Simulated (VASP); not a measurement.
# Cu (Fm-3m) in VASP: notebook

One crystal, Cu, is run at these levels: PBE; tasks: single point.

Program: VASP 6.6.1. These are calculated values, not measurements. Logs are shortened: lines on timing, memory, paths and dates and some standing lists are left out, and cuts for length are marked.

### Step 1. The crystal as given

The structure is cubic, space group Fm-3m (No. 225). The conventional cell has a = 3.615 Å, b = 3.615 Å, c = 3.615 Å, α = 90.00°, β = 90.00°, γ = 90.00°. Cu (site symmetry m-3m) is surrounded by 12 Cu at 2.56 Å.

### Step 2. Single point, PBE

The input, INCAR:

```
SYSTEM = Cu
  PREC = Accurate
  ENCUT = 650
  EDIFF = 1E-7
  ISMEAR = 1
  SIGMA = 0.1
  LREAL = .False.
  LASPH = .True.
  NELM = 100
  ALGO = Normal
  ISIF = 2
  LWAVE = .False.
  LCHARG = .False.
  GGA = PE
  NBANDS = 12
  ADDGRID = .False.
```

The input, KPOINTS:

```
regular mesh
0
Gamma
  11 11 11
  0 0 0
```

The input, POSCAR:

```
Cu
1.0
    0.0000000000      1.8075000000      1.8075000000
    1.8075000000      0.0000000000      1.8075000000
    1.8075000000      1.8075000000      0.0000000000
Cu
1
Direct
    0.0000000000      0.0000000000      0.0000000000
```

Potentials or basis: VASP PAW PBE potentials, release 64 (Cu).

Run with:

```sh
$ cat potpaw_PBE.64/Cu/POTCAR > POTCAR
$ mpirun -np 1 vasp_std > vasp.out
```

OUTCAR:

```text
SYSTEM = Cu
   PREC = Accurate
   ENCUT = 650
   EDIFF = 1E-7
   ISMEAR = 1
   LREAL = .False.
   LASPH = .True.
   NELM = 100
   ISIF = 2
   GGA = PE

 Found     56 irreducible k-points:

 Following reciprocal coordinates:
            Coordinates               Weight
  0.000000  0.000000  0.000000      1.000000
  0.090909  0.000000  0.000000      8.000000
  0.181818  0.000000  0.000000      8.000000
  0.272727  0.000000  0.000000      8.000000
  0.363636  0.000000  0.000000      8.000000
  0.454545  0.000000  0.000000      8.000000
   k-points           NKPTS =     56   k-points in BZ     NKDIM =     56   number of bands    NBANDS=     12
   number of dos      NEDOS =    301   number of ions     NIONS =      1
   total plane-waves  NPLWV =  13824
   dimension x,y,z NGX =    24 NGY =   24 NGZ =   24
   dimension x,y,z NGXF=    48 NGYF=   48 NGZF=   48
   ions per type =               1
   NGX,Y,Z   is equivalent  to a cutoff of  15.61, 15.61, 15.61 a.u.
   NGXF,Y,Z  is equivalent  to a cutoff of  31.22, 31.22, 31.22 a.u.
 SYSTEM =  Cu
   PREC   = accura    normal or accurate (medium, high low for compatibility)
   ISTART =      0    job   : 0-new  1-cont  2-samecut
   ICHARG =      2    charge: 1-file 2-atom 10-const
   ISPIN  =      1    spin polarized calculation?
   LNONCOLLINEAR =      F non collinear calculations
   LSORBIT =      F    spin-orbit coupling
   LASPH  =      T    aspherical Exc in radial PAW
   ENCUT  =  650.0 eV  47.77 Ry    6.91 a.u.   5.31  5.31  5.31*2*pi/ulx,y,z
   NELM   =    100;   NELMIN=  2; NELMDL= -5     # of ELM steps
   EDIFF  = 0.1E-06   stopping-criterion for ELM
   LREAL  =      F    real-space projection
   EDIFFG = 0.1E-05   stopping-criterion for IOM
   NSW    =      0    number of steps for IOM
   IBRION =     -1    ionic relax: 0-MD 1-quasi-New 2-CG
   NFREE  =      0    steps in history (QN), initial steepest desc. (CG)
   ISIF   =      2    stress and relaxation
   ISYM   =      2    0-nonsym 1-usesym 2-fastsym
   POTIM  = 0.5000    time-step for ionic-motion
   TEBEG  =    0.0;   TEEND  =   0.0 temperature during run
   PSTRESS=    0.0 pullay stress
   NELECT =      11.0000    total number of electrons
   NUPDOWN=      -1.0000    fix difference up-down
   EMIN   =  10.00;   EMAX   =-10.00  energy-range for DOS
   EFERMI =   0.00;   METHOD = LEGACY
   ISMEAR =     1;   SIGMA  =   0.10  broadening in eV -4-tet -1-fermi 0-gaus
   EFERMI_NEDOS =   21; number of points for ismear=-14 and -15
   IALGO  =     38    algorithm
   IMIX   =      4    mixing-type and parameters
     AMIX     =   0.40;   BMIX     =  1.00
     AMIX_MAG =   1.60;   BMIX_MAG =  1.00
  volume/ion in A,a.u.               =      11.81        79.70
  Fermi-wavevector in a.u.,A,eV,Ry     =   1.598763  3.021224 34.777078  2.556043
  Thomas-Fermi vector in A             =   2.696162
   LORBIT       =      0    0 simple, 1 ext, 2 COOP (PROOUT), +10 PAW based schemes
   GGA     = PE    functional components
   LHFCALC =     F    Hartree Fock is set to
   AEXX    =    0.0000 exact exchange contribution
   IVDW    =     0    specifies the selected vdW correction
   LEPSILON=     F    determine dielectric tensor
   LRPA    =     F    only Hartree local field effects (RPA)
 non-spin polarized calculation
 Methfessel and Paxton  Order N= 1 SIGMA  =   0.10
  energy-cutoff  :      650.00
  volume of cell :       11.81
 maximum number of plane-waves:       459
 NGX is ok and might be reduce to    24
   NGX = 11   NGY = 11   NGZ = 11

 number of electron      10.9999997 magnetization

 Free energy of the ion-electron system (eV)
  ---------------------------------------------------
  ext. energy  EPLUGINS =         0.00000000
  ---------------------------------------------------
  free energy    TOTEN  =        -3.73155993 eV

  energy without entropy =       -3.73211299  energy(sigma->0) =       -3.73174428

 E-fermi :   7.6300     XC(G=0): -12.7265

 val. band max:        7.5391674079   @ k =   0.4545   0.2727   0.0000
 cond. band min:       7.7817424173   @ k =   0.4545   0.3636   0.0000
 fundamental gap:      0.2425750093
 Fermi energy:         7.6300356928

 k-point     1 :       0.0000    0.0000    0.0000
  band No.  band energies     occupation
      1      -1.7663      2.00000
      2       4.5534      2.00000
      3       4.5534      2.00000
      4       4.5534      2.00000
      5       5.3751      2.00000
      6       5.3751      2.00000
      7      30.1790      0.00000
      8      32.8234      0.00000
      9      32.8234      0.00000
     10      32.8234      0.00000
     11      35.3142      0.00000
     12      35.3142      0.00000

 k-point     2 :       0.0909    0.0000    0.0000
  band No.  band energies     occupation
      1      -1.4663      2.00000
      2       4.4918      2.00000
      3       4.6075      2.00000
      4       4.6075      2.00000
      5       5.3553      2.00000
      6       5.3553      2.00000
      7      28.1051      0.00000
      8      30.9893      0.00000
      9      32.0361      0.00000
     10      32.0361      0.00000
     11      36.5118      0.00000
     12      36.5118      0.00000

 k-point     3 :       0.1818    0.0000    0.0000
  band No.  band energies     occupation
      1      -0.5967      2.00000
      2       4.3564      2.00000
      3       4.7037      2.00000
      4       4.7037      2.00000
      5       5.3576      2.00000
      6       5.3576      2.00000
      7      23.4472      0.00000
      8      30.5289      0.00000
      9      30.9939      0.00000
     10      30.9939      0.00000
     11      37.1435      0.00000
     12      37.5693      0.00000

 k-point     4 :       0.2727    0.0000    0.0000
  band No.  band energies     occupation
      1       0.7053      2.00000
      2       4.3181      2.00000
      3       4.6940      2.00000
      4       4.6940      2.00000
      5       5.5113      2.00000
      6       5.5113      2.00000
      7      18.9406      0.00000
      8      29.8747      0.00000
      9      30.2500      0.00000
     10      30.2500      0.00000
     11      35.5460      0.00000
     12      35.5460      0.00000

 k-point     5 :       0.3636    0.0000    0.0000
  band No.  band energies     occupation
      1       1.9546      2.00000
      2       4.6008      2.00000
      3       4.6008      2.00000
      4       4.8356      2.00000
      5       5.7530      2.00000
      6       5.7530      2.00000
      7      14.9275      0.00000
      8      29.1660      0.00000
      9      29.8298      0.00000
     10      29.8298      0.00000
     11      33.7729      0.00000
     12      33.7729      0.00000

 k-point     6 :       0.4545    0.0000    0.0000
  band No.  band energies     occupation
      1       2.4622      2.00000
      2       4.5300      2.00000
      3       4.5300      2.00000
      4       5.9200      2.00000
      5       5.9200      2.00000
      6       6.2159      2.00000
      7      11.8939      0.00000
      8      28.7296      0.00000
      9      29.6709      0.00000
     10      29.6709      0.00000
     11      32.7892      0.00000
     12      32.7892      0.00000

 [... further k-points ...]

------------------------ aborting loop because EDIFF is reached ----------------------------------------

  FORCE on cell =-STRESS in cart. coord.  units (eV):
  Direction    XX          YY          ZZ          XY          YZ          ZX
  --------------------------------------------------------------------------------------
  -------------------------------------------------------------------------------------
  Total        0.1484816      0.1484816      0.1484816      0.0000000      0.0000000      0.0000000
  in kB       20.1427237     20.1427237     20.1427237      0.0000000      0.0000000      0.0000000
  external PRESSURE =      20.1427237 kB  Pullay stress =       0.0000000 kB

 VOLUME and BASIS-vectors are now :
 -----------------------------------------------------------------------------
  energy-cutoff  :      650.00
  volume of cell :       11.81
      direct lattice vectors                 reciprocal lattice vectors
     0.000000000  1.807500000  1.807500000    -0.276625173  0.276625173  0.276625173
     1.807500000  0.000000000  1.807500000     0.276625173 -0.276625173  0.276625173
     1.807500000  1.807500000  0.000000000     0.276625173  0.276625173 -0.276625173

 POSITION                                       TOTAL-FORCE (eV/Angst)
 -----------------------------------------------------------------------------------
      0.00000      0.00000      0.00000         0.000000      0.000000      0.000000
 -----------------------------------------------------------------------------------
    total drift:                               -0.000000     -0.000000     -0.000000

  FREE ENERGIE OF THE ION-ELECTRON SYSTEM (eV)
  ---------------------------------------------------
  free  energy   TOTEN  =        -3.7315599333 eV

  energy  without entropy=       -3.7321129884  energy(sigma->0) =       -3.73174428
```

Wall time 6.8 s (1 thread of AMD EPYC 9R45 (Zen 5), shared host); peak memory 0.11 GiB.

The run converged, but some of its settings lie outside the range that counts as converged, so its numbers aren't taken as properties of the crystal.

What came out:

```
Free energy            : -3.7316 eV
Pressure               : 2.0 GPa
Band gap on the k mesh : none (metal or under the smearing width)
```

### Step 3. Single point, PBE

INCAR is that of step 2.

KPOINTS is that of step 2.

The input, POSCAR:

```
Cu
1.0
   -0.0335610000      1.7894160000      1.7776830000
    1.7981850000     -0.0227470000      1.7668690000
    1.8176490000      1.7980650000     -0.0422110000
Cu
1
Direct
    0.0167750000     -0.0332640000      0.0016970000
```

Potentials or basis: VASP PAW PBE potentials, release 64 (Cu).

Run with:

```sh
$ cat potpaw_PBE.64/Cu/POTCAR > POTCAR
$ mpirun -np 1 vasp_std > vasp.out
```

Wall time 67 s (1 thread of AMD EPYC 9R45 (Zen 5), shared host); peak memory 0.21 GiB.

The run converged, but some of its settings lie outside the range that counts as converged, so its numbers aren't taken as properties of the crystal.

Results:

| Property | Result |
| --- | --- |
| Free energy | -3.7267 eV |
| Pressure | 2.2 GPa |
| Band gap on the k mesh | none (metal or under the smearing width) |

### Step 4. Single point, PBE

INCAR: that of step 3 with these lines changed.

```diff
@@ -2,3 +2,3 @@
   PREC = Accurate
-  ENCUT = 650
+  ENCUT = 460
   EDIFF = 1E-7
```

The input, KPOINTS:

```
regular mesh
0
Gamma
  14 14 14
  0 0 0
```

The input, POSCAR:

```
Cu
1.0
    0.0000000000      1.8075000000      1.8075000000
    1.8075000000      0.0000000000      1.8075000000
    1.8075000000      1.8075000000      0.0000000000
Cu
1
Direct
    0.0000000000      0.0000000000      0.0000000000
```

Run with:

```sh
$ cat potpaw_PBE.64/Cu/POTCAR > POTCAR
$ mpirun -np 1 vasp_std > vasp.out
```

Run time: 6.4 s. Hardware: 1 thread of AMD EPYC 9R45 (Zen 5), shared host; peak memory 0.09 GiB.

These settings aren't checked as converged: the numbers below hold their error.

What came out:

```yaml
Free_energy: -3.7261 eV
Pressure: 1.8 GPa
Band_gap_on_the_k_mesh: none (metal or under the smearing width)
```

### Step 5. Single point, PBE

INCAR is that of step 4.

KPOINTS is that of step 4.

The input, POSCAR:

```
Cu
1.0
   -0.0335610000      1.7894160000      1.7776830000
    1.7981850000     -0.0227470000      1.7668690000
    1.8176490000      1.7980650000     -0.0422110000
Cu
1
Direct
    0.0167750000     -0.0332640000      0.0016970000
```

Run with:

```sh
$ cat potpaw_PBE.64/Cu/POTCAR > POTCAR
$ mpirun -np 1 vasp_std > vasp.out
```

It took 71 s on 1 thread of AMD EPYC 9R45 (Zen 5), shared host; peak memory 0.22 GiB.

These settings aren't checked as converged: the numbers below hold their error.

Results:

```yaml
Free_energy: -3.7217 eV
Pressure: 2.0 GPa
Band_gap_on_the_k_mesh: none (metal or under the smearing width)
```

### Step 6. The reference run

An earlier run on the cell as given: functional PBE; potentials or basis VASP PAW PBE potentials, release 64 (Cu); cutoff 520 eV; k mesh 13 × 13 × 13; occupations fermi-dirac, width 0.05 eV; no spin polarisation.

- Pressure: 2.2 GPa
- Band gap on the k mesh: none (metal or under the smearing width)
